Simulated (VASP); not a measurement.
Al32H (a cell with a defect), 33 atoms in the cell. The cell holds a defect, 33 atoms: a = 8.100 Å, b = 8.100 Å, c = 8.100 Å, α = 90.00°, β = 90.00°, γ = 90.00°. The cell was built by a generator and needn't be a form met in nature.

* Program: VASP 6.6.1
* Task: single point
* Functional: PBE
* Potentials or basis: VASP PAW PBE potentials, release 64 (Al, H)
* Cutoff: 520 eV
* k mesh: 2 × 2 × 2
* Occupations: gaussian, width 0.05 eV
* Spin: no spin polarisation
* Dipole correction: no
* Further INCAR settings: LREAL = Auto; ALGO = Fast; EDIFF = 1e-06; NBANDS = 70

Potentials or basis: VASP PAW PBE potentials, release 64 (Al, H).

The run is started by

```console
$ cat potpaw_PBE.64/Al/POTCAR potpaw_PBE.64/H/POTCAR > POTCAR
$ mpirun -np 1 vasp_std > vasp.out
```

Hardware: 1 thread of Intel(R) Xeon(R) Platinum 8488C (Sapphire Rapids), with other jobs on the host.

Problem. How long does it take, and how much memory?

Solution. Wall time 3.3 min on 1 thread of Intel(R) Xeon(R) Platinum 8488C (Sapphire Rapids) (shared host), peak memory 0.56 GiB. Counts: scf iterations 14, k points 8.
